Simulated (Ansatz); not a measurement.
An Ansatz input:

```yaml
crystal:
  lattice:
    - [0.0, 2.6963037941, 2.6963037941]
    - [2.6963037941, 0.0, 2.6963037941]
    - [2.6963037941, 2.6963037941, 0.0]
  atoms:
    - { symbol: La, position: [0.0, 0.0, 0.0] }
hamiltonian:
  xc: rpbe
  pseudopotentials:
    kind: paw
    azcp:
      La: "pseudopotentials/La.paw.azcp"
basis:
  ecutwfc: 420
  fft_grid_basis: typed
kpoints:
  mp_grid: { grid: [11, 11, 11], shift: [0, 0, 0] }
magnetization:
  spin_polarized: false
scf:
  occupations: { method: fermi_dirac, width: 0.1 }
  lower_state_search: "off"
output:
  stress: true
```

Terminal output

```
Engine: ansatz 0.2.0, aarch64-unknown-linux-gnu
Pseudopotentials: kind: paw
Pseudopotential: La, paw, valence charge 11, recommended cutoff 420 eV (normal) 
Functional definition: RPBE
  parameter kappa = 0.804
  parameter beta = 0.06672455060314922
  exchange = rpbe_x(kappa = kappa, mu = beta*pi^2/3)
  correlation = pbe_c(beta = beta)
Crystal: 1 atoms, lattice volume = 39.205 Å³
Basis set: ecut = 420 eV, 749 PW (Γ)
Bands: 10, of which v1, the nominal top of the filled ones, is band 6 counted from 1 (5 counted from 0)
Symmetry: 48 space group operations
Space group: Fm-3m (ITA 225), of the structure as read, at distance tolerance 3.4e-5 Å
k-points: 56 of 1331
Non-local potential: La, projectors of the file, l = 0: 3, l = 1: 2, l = 2: 2, l = 3: 3
PAW form: soft (Blöchl's): semilocal exchange-correlation on the pseudo side does not see the compensation charge
PAW frozen core: La, regenerated for the run's functional, and the local potential with it (the file was generated under x = pbe(κ = 0.804, μ = 0.2195149727645171), c = pbe(β = 0.06672455060314922))
PAW one-centre angular grid: La, 590 points (default); XC on 64 Gauss nodes
Initial density: superposition of atomic densities (neutral atoms: chi_scale 0, normalization atom), corrected by the library's trained network
Initial wavefunctions: pseudopotential atomic-orbital guess
Functional: x = rpbe, c = pbe(β = 0.06672455060314922)
SCF iter   1: F=—  HF=-6259.781415 eV  |F-HF|=—  |Δ(HF+E_count)|=         —  Δρ=3.32e-3  dr2=4.83e-3  ethr=1.77e-3  ⟨swp⟩=3.6  Hψ=2509  notcnv=0
SCF iter   2: F=—  HF=-6259.782291 eV  |F-HF|=—  |Δ(HF+E_count)|=   8.76e-4  Δρ=2.14e-3  dr2=2.37e-3  ethr=4.39e-5  ⟨swp⟩=1.3  Hψ=1061  notcnv=0
SCF iter   3: F=—  HF=-6259.782599 eV  |F-HF|=—  |Δ(HF+E_count)|=   3.08e-4  Δρ=4.88e-4  dr2=1.28e-4  ethr=2.16e-5  ⟨swp⟩=2.2  Hψ=703  notcnv=0
SCF iter   4: F=—  HF=-6259.782544 eV  |F-HF|=—  |Δ(HF+E_count)|=   5.54e-5  Δρ=1.95e-4  dr2=5.31e-6  ethr=1.17e-6  ⟨swp⟩=2.1  Hψ=898  notcnv=0
SCF iter   5: F=—  HF=-6259.782553 eV  |F-HF|=—  |Δ(HF+E_count)|=   8.89e-6  Δρ=4.11e-5  dr2=5.53e-7  ethr=4.82e-8  ⟨swp⟩=2.2  Hψ=845  notcnv=0
SCF iter   6: F=-6259.782553 eV  HF=-6259.782553 eV  |F-HF|=8.24e-9  |Δ(HF+E_count)|=   1.93e-7  Δρ=1.03e-5  dr2=2.40e-8  ethr=9.09e-10  ⟨swp⟩=4.4  Hψ=1782  notcnv=0
SCF 1 converged in 6 iterations: F = -6259.782553 eV  dr2 = 2.40e-8
SCF converged after 6 iterations
Free energy (F): -6259.782553 eV
Harris-Foulkes:  -6259.782553 eV  (|F-HF|=8.24e-9)
Internal energy: -6259.719672 eV  (E = F + TS)
E sigma→0 (E₀):  -6259.751112 eV
Entropy (-TS):   -0.062881 eV (-62.881 meV/atom)
Fermi energy:    10.434750 eV
--- Per-component energies (eV) ---
  E_band       = -52.496348
  E_kinetic    = 192.181732
  E_local      = -351.994807  (includes V_loc(G=0)·N_el)
  E_nonlocal   = 93.885478
  E_hartree    = 111.166679
  E_xc         = -139.123220
  E_vxc        = -146.871057  (∫ρ·V_xc dr)
  E_paw        = -5425.092520  (= ΣΔE_a)
  E_vpaw       = -62.028418  (= ΣTr[D̂ρ^β])
  E_aug_tail   = -0.000000  (compensation charges beyond the density's cutoff)
  E_ewald      = -740.686845
  E_core_change = -0.056169  (= ΣΔE_core)
  E_smearing   = -0.062881  (= −TS)
  E_closure    = 0.000000  (closes the sum)
  Σ components = -6259.782553   (vs F -6259.782553, Δ=0.00e0)
--- Stress (GPa, compression-positive) ---
       -0.103285      -0.000000       0.000000
        0.000000      -0.103285       0.000000
        0.000000      -0.000000      -0.103285
  P = ⅓ Tr σ = -0.1033 GPa (-1.033 kbar)
```
